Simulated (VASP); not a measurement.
# TiO2 (Anatase) (I4_1/amd) in VASP: notebook

One crystal, TiO2 (Anatase), is run at these levels: PBE; tasks: single point.

All numbers are computed with VASP 6.6.1; they aren't measurements. Logs are shortened: lines on timing, memory, paths and dates and some standing lists are left out, and cuts for length are marked.

### Step 1. The crystal as given

Symmetry: I4_1/amd, No. 141, tetragonal system. The conventional cell has a = 3.784 Å, b = 3.784 Å, c = 9.515 Å, α = 90.00°, β = 90.00°, γ = 90.00°. Around Ti (site symmetry -4m2) lie 6 O at 1.93 to 1.98 Å. Around O (site symmetry 2mm) lie 3 Ti at 1.93 to 1.98 Å.

### Step 2. Single point, PBE

INCAR

```
SYSTEM = TiO2
ADDGRID = .FALSE.
ALGO = Normal
EDIFF = 1E-7
ENCUT = 460
GGA = PE
ISIF = 2
ISMEAR = 0
LASPH = .TRUE.
LCHARG = .FALSE.
LREAL = .FALSE.
LWAVE = .FALSE.
NELM = 100
PREC = Accurate
SIGMA = 0.05
```

KPOINTS

```
k-points
0
G
  7 7 7
  0 0 0
```

POSCAR

```
TiO2
1.0
   -1.8921000000      1.8921000000      4.7573000000
    1.8921000000     -1.8921000000      4.7573000000
    1.8921000000      1.8921000000     -4.7573000000
Ti O
2 4
Direct
    0.7634100000      0.2505420000      0.5022120000
    0.0240310000     -0.0225460000     -0.0109780000
    0.8032660000      0.7916050000      0.0039110000
    0.5255800000      0.0234350000      0.4817660000
    0.9615640000      0.4693800000      0.5068500000
    0.1853180000      0.2146180000     -0.0384270000
```

Potentials or basis: VASP PAW PBE potentials, release 64 (Ti, O).

Run with:

```
$ cat potpaw_PBE.64/Ti/POTCAR potpaw_PBE.64/O/POTCAR > POTCAR
$ mpirun -np 1 vasp_std > vasp.out
```

OUTCAR:

```text
SYSTEM = TiO2
   EDIFF = 1E-7
   ENCUT = 460
   GGA = PE
   ISIF = 2
   ISMEAR = 0
   LASPH = .TRUE.
   LREAL = .FALSE.
   NELM = 100
   PREC = Accurate

 Found    172 irreducible k-points:

 Following reciprocal coordinates:
            Coordinates               Weight
  0.000000  0.000000  0.000000      1.000000
  0.142857  0.000000  0.000000      2.000000
  0.000000  0.142857  0.000000      2.000000
  0.000000  0.142857 -0.142857      2.000000
  0.142857  0.000000 -0.142857      2.000000
  0.285714  0.000000  0.000000      2.000000
   k-points           NKPTS =    172   k-points in BZ     NKDIM =    172   number of bands    NBANDS=     20
   number of dos      NEDOS =    301   number of ions     NIONS =      6
   total plane-waves  NPLWV =  64000
   dimension x,y,z NGX =    40 NGY =   40 NGZ =   40
   dimension x,y,z NGXF=    80 NGYF=   80 NGZF=   80
   ions per type =               2   4
   NGX,Y,Z   is equivalent  to a cutoff of  12.18, 12.18, 12.18 a.u.
   NGXF,Y,Z  is equivalent  to a cutoff of  24.37, 24.37, 24.37 a.u.
 SYSTEM =  TiO2
   PREC   = accura    normal or accurate (medium, high low for compatibility)
   ISTART =      0    job   : 0-new  1-cont  2-samecut
   ICHARG =      2    charge: 1-file 2-atom 10-const
   ISPIN  =      1    spin polarized calculation?
   LNONCOLLINEAR =      F non collinear calculations
   LSORBIT =      F    spin-orbit coupling
   LASPH  =      T    aspherical Exc in radial PAW
   ENCUT  =  460.0 eV  33.81 Ry    5.81 a.u.   9.55  9.55  9.55*2*pi/ulx,y,z
   NELM   =    100;   NELMIN=  2; NELMDL= -5     # of ELM steps
   EDIFF  = 0.1E-06   stopping-criterion for ELM
   LREAL  =      F    real-space projection
   EDIFFG = 0.1E-05   stopping-criterion for IOM
   NSW    =      0    number of steps for IOM
   IBRION =     -1    ionic relax: 0-MD 1-quasi-New 2-CG
   NFREE  =      0    steps in history (QN), initial steepest desc. (CG)
   ISIF   =      2    stress and relaxation
   ISYM   =      2    0-nonsym 1-usesym 2-fastsym
   POTIM  = 0.5000    time-step for ionic-motion
   TEBEG  =    0.0;   TEEND  =   0.0 temperature during run
   PSTRESS=    0.0 pullay stress
   NELECT =      32.0000    total number of electrons
   NUPDOWN=      -1.0000    fix difference up-down
   EMIN   =  10.00;   EMAX   =-10.00  energy-range for DOS
[... 5 lines left out ...]
     AMIX     =   0.40;   BMIX     =  1.00
     AMIX_MAG =   1.60;   BMIX_MAG =  1.00
  volume/ion in A,a.u.               =      11.35        76.62
  Fermi-wavevector in a.u.,A,eV,Ry     =   1.272590  2.404847 22.034444  1.619486
  Thomas-Fermi vector in A             =   2.405460
   LORBIT       =      0    0 simple, 1 ext, 2 COOP (PROOUT), +10 PAW based schemes
   GGA     = PE    functional components
   LHFCALC =     F    Hartree Fock is set to
   AEXX    =    0.0000 exact exchange contribution
   IVDW    =     0    specifies the selected vdW correction
   LEPSILON=     F    determine dielectric tensor
   LRPA    =     F    only Hartree local field effects (RPA)
 non-spin polarized calculation
 Gauss-broadening in eV      SIGMA  =   0.05
  energy-cutoff  :      460.00
  volume of cell :       68.13
 maximum number of plane-waves:      1553
 NGX is ok and might be reduce to    40
   NGX = 19   NGY = 19   NGZ = 19

 number of electron      32.0000003 magnetization

 Free energy of the ion-electron system (eV)
  ---------------------------------------------------
  ext. energy  EPLUGINS =         0.00000000
  ---------------------------------------------------
  free energy    TOTEN  =       -52.51291906 eV

  energy without entropy =      -52.51291906  energy(sigma->0) =      -52.51291906

 E-fermi :   1.0143     XC(G=0): -10.5288

 val. band max:        0.8048608305   @ k =  -0.4286   0.4286   0.0000
 cond. band min:       2.9963180604   @ k =   0.0000   0.0000   0.0000
 fundamental gap:      2.1914572299
 Fermi energy:         1.0142735739

 k-point     1 :       0.0000    0.0000    0.0000
  band No.  band energies     occupation
      1     -16.9496      2.00000
      2     -16.0539      2.00000
      3     -15.8428      2.00000
      4     -15.5295      2.00000
      5      -3.1881      2.00000
      6      -3.0603      2.00000
      7      -2.8658      2.00000
      8      -2.6668      2.00000
      9      -1.4374      2.00000
     10      -1.3160      2.00000
     11      -1.2124      2.00000
     12      -0.2590      2.00000
     13      -0.1033      2.00000
     14      -0.0427      2.00000
     15      -0.0365      2.00000
     16       0.2273      2.00000
     17       2.9963      0.00000
     18       3.4554      0.00000
     19       4.2135      0.00000
     20       4.4023      0.00000

 k-point     2 :       0.1429    0.0000    0.0000
  band No.  band energies     occupation
      1     -16.8541      2.00000
      2     -16.0069      2.00000
      3     -15.7964      2.00000
      4     -15.5175      2.00000
      5      -3.2076      2.00000
      6      -3.1139      2.00000
      7      -3.0078      2.00000
      8      -2.8632      2.00000
      9      -1.6801      2.00000
     10      -1.3782      2.00000
     11      -1.1296      2.00000
     12      -0.6255      2.00000
     13      -0.3307      2.00000
     14      -0.0741      2.00000
     15      -0.0467      2.00000
     16       0.2068      2.00000
     17       3.3321      0.00000
     18       3.5998      0.00000
     19       3.9517      0.00000
     20       4.3176      0.00000

 k-point     3 :       0.0000    0.1429    0.0000
  band No.  band energies     occupation
      1     -16.8521      2.00000
      2     -16.0233      2.00000
      3     -15.8133      2.00000
      4     -15.5141      2.00000
      5      -3.4392      2.00000
      6      -3.1133      2.00000
      7      -2.8445      2.00000
      8      -2.6505      2.00000
      9      -1.5557      2.00000
     10      -1.4009      2.00000
     11      -1.1060      2.00000
     12      -0.5257      2.00000
     13      -0.3700      2.00000
     14      -0.1657      2.00000
     15      -0.0477      2.00000
     16       0.2268      2.00000
     17       3.3121      0.00000
     18       3.5514      0.00000
     19       4.0273      0.00000
     20       4.2208      0.00000

 k-point     4 :       0.0000    0.1429   -0.1429
  band No.  band energies     occupation
      1     -16.8513      2.00000
      2     -16.0069      2.00000
      3     -15.7989      2.00000
      4     -15.5181      2.00000
      5      -3.1965      2.00000
      6      -3.1367      2.00000
      7      -3.0386      2.00000
      8      -2.8468      2.00000
      9      -1.6561      2.00000
     10      -1.3622      2.00000
     11      -1.1229      2.00000
     12      -0.6090      2.00000
     13      -0.3901      2.00000
     14      -0.1106      2.00000
     15       0.0090      2.00000
     16       0.2214      2.00000
     17       3.3412      0.00000
     18       3.5962      0.00000
     19       3.9273      0.00000
     20       4.3289      0.00000

 k-point     5 :       0.1429    0.0000   -0.1429
  band No.  band energies     occupation
      1     -16.8536      2.00000
      2     -16.0228      2.00000
      3     -15.8120      2.00000
      4     -15.5144      2.00000
      5      -3.4340      2.00000
      6      -3.1284      2.00000
      7      -2.8352      2.00000
      8      -2.6430      2.00000
      9      -1.5420      2.00000
     10      -1.3930      2.00000
     11      -1.0967      2.00000
     12      -0.5832      2.00000
     13      -0.4177      2.00000
     14      -0.1255      2.00000
     15      -0.0205      2.00000
     16       0.2226      2.00000
     17       3.2686      0.00000
     18       3.5880      0.00000
     19       4.0446      0.00000
     20       4.1974      0.00000

 k-point     6 :       0.2857    0.0000    0.0000
  band No.  band energies     occupation
      1     -16.6416      2.00000
      2     -15.8913      2.00000
      3     -15.6960      2.00000
      4     -15.4724      2.00000
      5      -3.6889      2.00000
      6      -3.1834      2.00000
      7      -3.0276      2.00000
      8      -2.9106      2.00000
      9      -2.4298      2.00000
     10      -1.5508      2.00000
     11      -1.2725      2.00000
     12      -1.1041      2.00000
     13      -0.8509      2.00000
     14      -0.1214      2.00000
     15      -0.0163      2.00000
     16       0.0916      2.00000
     17       3.6512      0.00000
     18       3.9207      0.00000
     19       4.1899      0.00000
     20       4.3864      0.00000

 [... further k-points ...]
[... 5 lines left out ...]
  --------------------------------------------------------------------------------------
  -------------------------------------------------------------------------------------
  Total        5.3012663      7.5791026      1.1191514      0.1872843      0.3608813      0.4115048
  in kB      124.6756096    178.2459493     26.3202922      4.4045681      8.4872363      9.6778027
  external PRESSURE =     109.7472837 kB  Pullay stress =       0.0000000 kB

 VOLUME and BASIS-vectors are now :
 -----------------------------------------------------------------------------
  energy-cutoff  :      460.00
  volume of cell :       68.13
      direct lattice vectors                 reciprocal lattice vectors
    -1.892100000  1.892100000  4.757300000     0.000000000  0.264256646  0.105101633
     1.892100000 -1.892100000  4.757300000     0.264256646  0.000000000  0.105101633
     1.892100000  1.892100000 -4.757300000     0.264256646  0.264256646  0.000000000

 POSITION                                       TOTAL-FORCE (eV/Angst)
 -----------------------------------------------------------------------------------
     -0.02016      1.92063      2.43450         0.093199     -1.695931      0.031031
      3.67530      0.06736      0.05929         1.316750     -0.987371     -0.407874
     -0.01466      0.02946      7.56867         0.151307     -0.551758     -0.027101
     -0.03856      1.86166      0.31992         0.272556      0.589672      1.248691
      0.02775      1.89027      4.39619        -1.814177     -0.238229      0.142453
      1.87483      1.76395     -2.67188        -0.019635      2.883617     -0.987200
 -----------------------------------------------------------------------------------
    total drift:                               -0.000126      0.000279     -0.000434

  FREE ENERGIE OF THE ION-ELECTRON SYSTEM (eV)
  ---------------------------------------------------
  free  energy   TOTEN  =       -52.5129190550 eV

  energy  without entropy=      -52.5129190550  energy(sigma->0) =      -52.51291906
```

Run time: 4.7 min. Hardware: 1 thread of Intel Xeon Platinum 8488C (Sapphire Rapids), shared host; peak memory 0.35 GiB.

The run converged, but some of its settings lie outside the range that counts as converged, so its numbers aren't taken as properties of the crystal.

What came out:

```yaml
Free_energy: -52.5129 eV
Pressure: 11.0 GPa
Largest_force: 3.048 eV/Å
Band_gap_on_the_k_mesh: 2.19 eV, indirect (least direct gap 2.63 eV)
```

Caveat: the cutoff is under 1.25 times the usual one of these potentials, so pressure, stress and relaxed cells hold a basis-set (Pulay) error; an odd mesh through Γ misses points on the zone boundary, where band edges often lie.

### Step 3. Single point, PBE

INCAR, as its differences from that of step 2:

```diff
@@ -7,3 +7,3 @@
 ISIF = 2
-ISMEAR = 0
+ISMEAR = -5
 LASPH = .TRUE.
```

KPOINTS is that of step 2.

POSCAR

```
TiO2
1.0
   -1.8921000000      1.8921000000      4.7573000000
    1.8921000000     -1.8921000000      4.7573000000
    1.8921000000      1.8921000000     -4.7573000000
Ti O
2 4
Direct
    0.7500000000      0.2500000000      0.5000000000
    0.0000000000      0.0000000000      0.0000000000
    0.7919000000      0.7919000000      0.0000000000
    0.5419000000      0.0419000000      0.5000000000
    0.9581000000      0.4581000000      0.5000000000
    0.2081000000      0.2081000000      0.0000000000
```

Potentials or basis: VASP PAW PBE potentials, release 64 (Ti, O).

Run with:

```
$ cat potpaw_PBE.64/Ti/POTCAR potpaw_PBE.64/O/POTCAR > POTCAR
$ mpirun -np 1 vasp_std > vasp.out
```

Run time: 68 s. Hardware: 1 thread of Intel Xeon Platinum 8488C (Sapphire Rapids), shared host; peak memory 0.25 GiB.

The run converged, but some of its settings lie outside the range that counts as converged, so its numbers aren't taken as properties of the crystal.

Results:

- Free energy: -52.9288 eV
- Pressure: 7.6 GPa
- Largest force: 0.167 eV/Å
- Band gap on the k mesh: 1.94 eV, indirect (least direct gap 2.26 eV)

Caveat: the cutoff is under 1.25 times the usual one of these potentials, so pressure, stress and relaxed cells hold a basis-set (Pulay) error; an odd mesh through Γ misses points on the zone boundary, where band edges often lie.

### Step 4. Single point, PBE

INCAR is that of step 3.

KPOINTS is that of step 3.

POSCAR

```
TiO2
1.0
   -1.8921000000      1.8921000000      4.7573000000
    1.8921000000     -1.8921000000      4.7573000000
    1.8921000000      1.8921000000     -4.7573000000
Ti O
2 4
Direct
    0.7634100000      0.2505420000      0.5022120000
    0.0240310000     -0.0225460000     -0.0109780000
    0.8032660000      0.7916050000      0.0039110000
    0.5255800000      0.0234350000      0.4817660000
    0.9615640000      0.4693800000      0.5068500000
    0.1853180000      0.2146180000     -0.0384270000
```

Run with:

```
$ cat potpaw_PBE.64/Ti/POTCAR potpaw_PBE.64/O/POTCAR > POTCAR
$ mpirun -np 1 vasp_std > vasp.out
```

It took 5.1 min on 1 thread of Intel Xeon Platinum 8488C (Sapphire Rapids), shared host; peak memory 0.34 GiB.

These settings aren't checked as converged: the numbers below hold their error.

Results:

```yaml
Free_energy: -52.5129 eV
Pressure: 11.0 GPa
Largest_force: 3.048 eV/Å
Band_gap_on_the_k_mesh: 2.19 eV, indirect (least direct gap 2.63 eV)
```

Caveat: the cutoff is under 1.25 times the usual one of these potentials, so pressure, stress and relaxed cells hold a basis-set (Pulay) error; an odd mesh through Γ misses points on the zone boundary, where band edges often lie.

### Step 5. Single point, PBE

INCAR

```
SYSTEM = TiO2
ADDGRID = .FALSE.
ALGO = Normal
EDIFF = 1E-7
ENCUT = 520
GGA = PE
ISIF = 2
ISMEAR = 0
LASPH = .TRUE.
LCHARG = .FALSE.
LREAL = .FALSE.
LWAVE = .FALSE.
NELM = 100
PREC = Low
SIGMA = 0.05
```

KPOINTS is that of step 4.

POSCAR

```
TiO2
1.0
   -1.8921000000      1.8921000000      4.7573000000
    1.8921000000     -1.8921000000      4.7573000000
    1.8921000000      1.8921000000     -4.7573000000
Ti O
2 4
Direct
    0.7500000000      0.2500000000      0.5000000000
    0.0000000000      0.0000000000      0.0000000000
    0.7919000000      0.7919000000      0.0000000000
    0.5419000000      0.0419000000      0.5000000000
    0.9581000000      0.4581000000      0.5000000000
    0.2081000000      0.2081000000      0.0000000000
```

Run with:

```
$ cat potpaw_PBE.64/Ti/POTCAR potpaw_PBE.64/O/POTCAR > POTCAR
$ mpirun -np 1 vasp_std > vasp.out
```

It took 42 s on 1 thread of Intel Xeon Platinum 8488C (Sapphire Rapids), shared host; peak memory 0.15 GiB.

The run converged, but some of its settings lie outside the range that counts as converged, so its numbers aren't taken as properties of the crystal.

Results:

```yaml
Free_energy: -52.9254 eV
Pressure: 8.6 GPa
Largest_force: 0.180 eV/Å
Band_gap_on_the_k_mesh: 1.94 eV, indirect (least direct gap 2.26 eV)
```

Caveat: an odd mesh through Γ misses points on the zone boundary, where band edges often lie.
